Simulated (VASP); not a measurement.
# HgTe (Coloradoite) (F-43m) in VASP: a series of runs

Aim: see how the results for HgTe (Coloradoite) move with the level of theory and the settings. Levels: r2SCAN, PBE, TB-mBJ. Tasks: band structure.

All numbers are computed with VASP 6.6.1; they aren't measurements. Logs are shortened: lines on timing, memory, paths and dates and some standing lists are left out, and cuts for length are marked.

### Step 1. The crystal as given

Symmetry: F-43m, No. 216, cubic system. The conventional cell has a = 6.516 Å, b = 6.516 Å, c = 6.516 Å, α = 90.00°, β = 90.00°, γ = 90.00°. Hg (site symmetry -43m) is surrounded by 4 Te at 2.82 Å. Te (site symmetry -43m) is surrounded by 4 Hg at 2.82 Å.

### Step 2. Band structure, r2SCAN

File INCAR:

```
SYSTEM = HgTe
  PREC = Accurate
  ENCUT = 520
  EDIFF = 1E-6
  ISMEAR = 0
  SIGMA = 0.03
  LREAL = .FALSE.
  LASPH = .TRUE.
  NELM = 80
  ALGO = Normal
  ISIF = 2
  LWAVE = .FALSE.
  LCHARG = .FALSE.
  METAGGA = R2SCAN
  LMIXTAU = .TRUE.
  KPAR = 4
```

File KPOINTS:

```
Automatic mesh
0
G
  10 10 10
  0 0 0
```

File POSCAR:

```
HgTe                                    
1.0
    0.0000000000      3.2580088205      3.2580088205
    3.2580088205      0.0000000000      3.2580088205
    3.2580088205      3.2580088205      0.0000000000
  Hg              Te            
     1     1
Direct
     0.0000000000000000    0.0000000000000000    0.0000000000000000
     0.2500000000000000    0.2500000000000000    0.2500000000000000
```

File KPOINTS_OPT:

```
explicit points
302
Reciprocal
 0.0000000000  0.0000000000  0.0000000000 1
 0.0263157895  0.0000000000  0.0263157895 1
 0.0526315789  0.0000000000  0.0526315789 1
 0.0789473684  0.0000000000  0.0789473684 1
 0.1052631579  0.0000000000  0.1052631579 1
 0.1315789474  0.0000000000  0.1315789474 1
[... 294 lines left out ...]
 0.5126615400  0.0253230800  0.5126615400 1
 0.4873384600 -0.0253230800  0.4873384600 1
```

Potentials or basis: VASP PAW PBE potentials, release 64 (Hg, Te).

On the command line:

```sh
cat potpaw_PBE.64/Hg/POTCAR potpaw_PBE.64/Te/POTCAR > POTCAR
mpirun -np 4 vasp_std > vasp.out
```

OUTCAR:

```text
SYSTEM = HgTe
   PREC = Accurate
   ENCUT = 520
   EDIFF = 1E-6
   ISMEAR = 0
   LREAL = .FALSE.
   LASPH = .TRUE.
   NELM = 80
   ISIF = 2
   METAGGA = R2SCAN

 ion  position               nearest neighbor table
   1  0.000  0.000  0.000-   2 2.82   2 2.82   2 2.82   2 2.82
   2  0.250  0.250  0.250-   1 2.82   1 2.82   1 2.82   1 2.82

  LATTYP: Found a face centered cubic cell.
 ALAT       =     6.5160176410

  Lattice vectors:

 A1 = (   0.0000000000,   3.2580088205,   3.2580088205)
 A2 = (   3.2580088205,   0.0000000000,   3.2580088205)
 A3 = (   3.2580088205,   3.2580088205,   0.0000000000)

Analysis of symmetry for initial positions (statically):
=====================================================================
 Subroutine PRICEL returns:
 Original cell was already a primitive cell.

 Routine SETGRP: Setting up the symmetry group for a
 face centered cubic supercell.

 Subroutine GETGRP returns: Found 24 space group operations
 (whereof 24 operations were pure point group operations)
 out of a pool of 48 trial point group operations.

The static configuration has the point symmetry T_d .

Analysis of symmetry for dynamics (positions and initial velocities):
=====================================================================
 Subroutine PRICEL returns:
 Original cell was already a primitive cell.

 Routine SETGRP: Setting up the symmetry group for a
 face centered cubic supercell.

 Subroutine GETGRP returns: Found 24 space group operations
 (whereof 24 operations were pure point group operations)
 out of a pool of 48 trial point group operations.

The dynamic configuration has the point symmetry T_d .

 Subroutine INISYM returns: Found 24 space group operations
 (whereof 24 operations are pure point group operations),
 and found     1 'primitive' translations

----------------------------------------------------------------------------------------

                                     Primitive cell

  volume of cell :      69.1651

  direct lattice vectors                    reciprocal lattice vectors
     0.000000000  3.258008821  3.258008821    -0.153467970  0.153467970  0.153467970
     3.258008821  0.000000000  3.258008821     0.153467970 -0.153467970  0.153467970
     3.258008821  3.258008821  0.000000000     0.153467970  0.153467970 -0.153467970

  length of vectors
     4.607520260  4.607520260  4.607520260     0.265814321  0.265814321  0.265814321

  position of ions in fractional coordinates (direct lattice)
     0.000000000  0.000000000  0.000000000
     0.250000000  0.250000000  0.250000000

  ion indices of the primitive-cell ions
   primitive index   ion index
                 1           1
                 2           2

----------------------------------------------------------------------------------------

 KPOINTS: Automatic mesh

Automatic generation of k-mesh.
 Grid dimensions read from file:
 generate k-points for:   10   10   10

 Generating k-lattice:

  Cartesian coordinates                     Fractional coordinates (reciprocal lattice)
    -0.015346797  0.015346797  0.015346797     0.100000000  0.000000000  0.000000000
     0.015346797 -0.015346797  0.015346797     0.000000000  0.100000000  0.000000000
     0.015346797  0.015346797 -0.015346797     0.000000000  0.000000000  0.100000000

  Length of vectors
     0.026581432  0.026581432  0.026581432

  Shift w.r.t. Gamma in fractional coordinates (k-lattice)
     0.000000000  0.000000000  0.000000000

 Subroutine IBZKPT returns following result:
 ===========================================

 Found     47 irreducible k-points:

 Following reciprocal coordinates:
            Coordinates               Weight
  0.000000  0.000000  0.000000      1.000000
  0.100000  0.000000  0.000000      8.000000
  0.200000  0.000000  0.000000      8.000000
  0.300000  0.000000  0.000000      8.000000
  0.400000  0.000000  0.000000      8.000000
  0.500000  0.000000  0.000000      4.000000
[... 16 lines left out ...]
  0.300000  0.300000  0.000000      6.000000
  0.400000  0.300000  0.000000     24.000000
 [... further k-points ...]
   k-points           NKPTS =     47   k-points in BZ     NKDIM =     47   number of bands    NBANDS=     13
   number of dos      NEDOS =    301   number of ions     NIONS =      2
   total plane-waves  NPLWV =  46656
   dimension x,y,z NGX =    36 NGY =   36 NGZ =   36
   dimension x,y,z NGXF=    72 NGYF=   72 NGZF=   72
   ions per type =               1   1
   NGX,Y,Z   is equivalent  to a cutoff of  12.99, 12.99, 12.99 a.u.
   NGXF,Y,Z  is equivalent  to a cutoff of  25.98, 25.98, 25.98 a.u.
 SYSTEM =  HgTe
   PREC   = accura    normal or accurate (medium, high low for compatibility)
   ISTART =      0    job   : 0-new  1-cont  2-samecut
   ICHARG =      2    charge: 1-file 2-atom 10-const
   ISPIN  =      1    spin polarized calculation?
   LNONCOLLINEAR =      F non collinear calculations
   LSORBIT =      F    spin-orbit coupling
   LASPH  =      T    aspherical Exc in radial PAW
   ENCUT  =  520.0 eV  38.22 Ry    6.18 a.u.   8.57  8.57  8.57*2*pi/ulx,y,z
   NELM   =     80;   NELMIN=  2; NELMDL= -5     # of ELM steps
   EDIFF  = 0.1E-05   stopping-criterion for ELM
   LREAL  =      F    real-space projection
   EDIFFG = 0.1E-04   stopping-criterion for IOM
   NSW    =      0    number of steps for IOM
   IBRION =     -1    ionic relax: 0-MD 1-quasi-New 2-CG
   NFREE  =      0    steps in history (QN), initial steepest desc. (CG)
   ISIF   =      2    stress and relaxation
   ISYM   =      2    0-nonsym 1-usesym 2-fastsym
   POTIM  = 0.5000    time-step for ionic-motion
   TEBEG  =    0.0;   TEEND  =   0.0 temperature during run
   PSTRESS=    0.0 pullay stress
   NELECT =      18.0000    total number of electrons
   NUPDOWN=      -1.0000    fix difference up-down
   EMIN   =  10.00;   EMAX   =-10.00  energy-range for DOS
   EFERMI =   0.00;   METHOD = LEGACY
   ISMEAR =     0;   SIGMA  =   0.03  broadening in eV -4-tet -1-fermi 0-gaus
   EFERMI_NEDOS =   21; number of points for ismear=-14 and -15
   IALGO  =     38    algorithm
   IMIX   =      4    mixing-type and parameters
     AMIX     =   0.40;   BMIX     =  1.00
     AMIX_MAG =   1.60;   BMIX_MAG =  1.00
  volume/ion in A,a.u.               =      34.58       233.37
  Fermi-wavevector in a.u.,A,eV,Ry     =   1.045210  1.975160 14.863864  1.092463
  Thomas-Fermi vector in A             =   2.179996
   LORBIT       =      0    0 simple, 1 ext, 2 COOP (PROOUT), +10 PAW based schemes
   METAGGA = R2SCAN    functional components
   LHFCALC =     F    Hartree Fock is set to
   AEXX    =    0.0000 exact exchange contribution
   IVDW    =     0    specifies the selected vdW correction
   LEPSILON=     F    determine dielectric tensor
   LRPA    =     F    only Hartree local field effects (RPA)
 non-spin polarized calculation
 Gauss-broadening in eV      SIGMA  =   0.03
  energy-cutoff  :      520.00
  volume of cell :       69.17
 maximum number of plane-waves:      1892
 NGX is ok and might be reduce to    36
   NGX = 17   NGY = 17   NGZ = 17

 number of electron      18.0000002 magnetization

 Free energy of the ion-electron system (eV)
  ---------------------------------------------------
  ext. energy  EPLUGINS =         0.00000000
  ---------------------------------------------------
  free energy    TOTEN  =       -75.15688493 eV

  energy without entropy =      -75.15683865  energy(sigma->0) =      -75.15686179

 E-fermi :   2.6227     XC(G=0):  -9.2018

 val. band max:        2.6136090299   @ k =   0.0000   0.0000   0.0000
 cond. band min:       3.3001360800   @ k =   0.1000   0.0000   0.0000
 fundamental gap:      0.6865270501
 Fermi energy:         2.6227459797

 k-point     1 :       0.0000    0.0000    0.0000
  band No.  band energies     occupation
      1      -9.6171      2.00000
      2      -4.8873      2.00000
      3      -4.8873      2.00000
      4      -4.8873      2.00000
      5      -4.3441      2.00000
      6      -4.3441      2.00000
      7       2.1374      2.00000
      8       2.6136      1.33334
      9       2.6136      1.33334
     10       2.6136      1.33333
     11       7.2247      0.00000
     12       7.2247      0.00000
     13       7.2247      0.00000

 k-point     2 :       0.1000    0.0000    0.0000
  band No.  band energies     occupation
      1      -9.5670      2.00000
      2      -4.8732      2.00000
      3      -4.8732      2.00000
      4      -4.8670      2.00000
      5      -4.3455      2.00000
      6      -4.3455      2.00000
      7       1.1662      2.00000
      8       2.5008      2.00000
      9       2.5008      2.00000
     10       3.3001      0.00000
     11       7.1100      0.00000
     12       7.3795      0.00000
     13       7.3795      0.00000

 k-point     3 :       0.2000    0.0000    0.0000
  band No.  band energies     occupation
      1      -9.4316      2.00000
      2      -4.8377      2.00000
      3      -4.8377      2.00000
      4      -4.7887      2.00000
      5      -4.3464      2.00000
      6      -4.3464      2.00000
      7      -0.1021      2.00000
      8       2.2318      2.00000
      9       2.2318      2.00000
     10       3.6885      0.00000
     11       7.4317      0.00000
     12       7.7110      0.00000
     13       7.7110      0.00000
[... 305 lines left out ...]
 k-point    23 :       0.3000    0.3000    0.0000
  band No.  band energies     occupation
      1      -9.1307      2.00000
      2      -4.7508      2.00000
      3      -4.6793      2.00000
      4      -4.6793      2.00000
      5      -4.3392      2.00000
      6      -4.3036      2.00000
      7      -1.3128      2.00000
      8       1.0028      2.00000
      9       1.0028      2.00000
     10       4.7886      0.00000
     11       5.8399      0.00000
     12       9.8418      0.00000
     13       9.8550      0.00000

 k-point    24 :       0.4000    0.3000    0.0000
  band No.  band energies     occupation
      1      -9.0103      2.00000
      2      -4.7138      2.00000
      3      -4.6354      2.00000
      4      -4.5985      2.00000
      5      -4.2978      2.00000
      6      -4.2405      2.00000
      7      -1.9295      2.00000
      8       0.6045      2.00000
      9       0.7867      2.00000
     10       4.8964      0.00000
     11       5.9380      0.00000
     12       9.4699      0.00000
     13      10.2388      0.00000

 [... further k-points ...]

------------------------ aborting loop because EDIFF is reached ----------------------------------------

  FORCE on cell =-STRESS in cart. coord.  units (eV):
  Direction    XX          YY          ZZ          XY          YZ          ZX
  --------------------------------------------------------------------------------------
  -------------------------------------------------------------------------------------
  Total        0.5092653      0.5092653      0.5092653     -0.0000000      0.0000000      0.0000000
  in kB       11.7969009     11.7969009     11.7969009     -0.0000000      0.0000000      0.0000000
  external PRESSURE =      11.7969009 kB  Pullay stress =       0.0000000 kB

 VOLUME and BASIS-vectors are now :
 -----------------------------------------------------------------------------
  energy-cutoff  :      520.00
  volume of cell :       69.17
      direct lattice vectors                 reciprocal lattice vectors
     0.000000000  3.258008821  3.258008821    -0.153467970  0.153467970  0.153467970
     3.258008821  0.000000000  3.258008821     0.153467970 -0.153467970  0.153467970
     3.258008821  3.258008821  0.000000000     0.153467970  0.153467970 -0.153467970

 POSITION                                       TOTAL-FORCE (eV/Angst)
 -----------------------------------------------------------------------------------
      0.00000      0.00000      0.00000         0.000000      0.000000     -0.000000
      1.62900      1.62900      1.62900        -0.000000     -0.000000      0.000000
 -----------------------------------------------------------------------------------
    total drift:                                0.000000      0.000000      0.000000

  FREE ENERGIE OF THE ION-ELECTRON SYSTEM (eV)
  ---------------------------------------------------
  free  energy   TOTEN  =       -75.1568849268 eV

  energy  without entropy=      -75.1568386481  energy(sigma->0) =      -75.15686179
```

Run time: 1.9 min. Hardware: 4 MPI ranks of Intel Xeon Platinum 8488C (Sapphire Rapids), shared host; peak memory 0.26 GiB.

What came out:

| Property | Result |
| --- | --- |
| Free energy | -75.1569 eV |
| Pressure | 1.2 GPa |
| Band gap along the path | none (metal or under the smearing width) |

Levels at the corners of the path, in eV from the Fermi level:
```
point  band 7  band 8  band 9  band 10  band 11  band 12
    Γ   -0.49   -0.01   -0.01    -0.01     4.60     4.60
    X   -5.46   -2.26   -2.26     2.08     2.79     8.61
    X   -5.46   -2.26   -2.26     2.08     2.79     8.61
    W   -5.54   -2.63   -2.55     3.31     4.89     5.74
    W   -5.54   -2.63   -2.55     3.31     4.89     5.74
    K   -5.48   -2.89   -1.88     2.47     4.30     7.40
    K   -5.48   -2.89   -1.88     2.47     4.30     7.40
    Γ   -0.49   -0.01   -0.01    -0.01     4.60     4.60
    Γ   -0.49   -0.01   -0.01    -0.01     4.60     4.60
    L   -5.49   -0.98   -0.98     0.94     5.39     5.39
    L   -5.49   -0.98   -0.98     0.94     5.39     5.39
    U   -5.48   -2.89   -1.88     2.47     4.30     7.40
    U   -5.48   -2.89   -1.88     2.47     4.30     7.40
    W   -5.54   -2.63   -2.55     3.31     4.89     5.74
    W   -5.54   -2.63   -2.55     3.31     4.89     5.74
    L   -5.49   -0.98   -0.98     0.94     5.39     5.39
    L   -5.49   -0.98   -0.98     0.94     5.39     5.39
    K   -5.48   -2.89   -1.88     2.47     4.30     7.40
    U   -5.48   -2.89   -1.88     2.47     4.30     7.40
    X   -5.46   -2.26   -2.26     2.08     2.79     8.61
```

Caveat: the PAW data sets were made with another functional, which shifts forces and pressure a little; spin-orbit coupling is left out, which moves the levels of the heavy elements.

(Continued in part 2 of 2.)
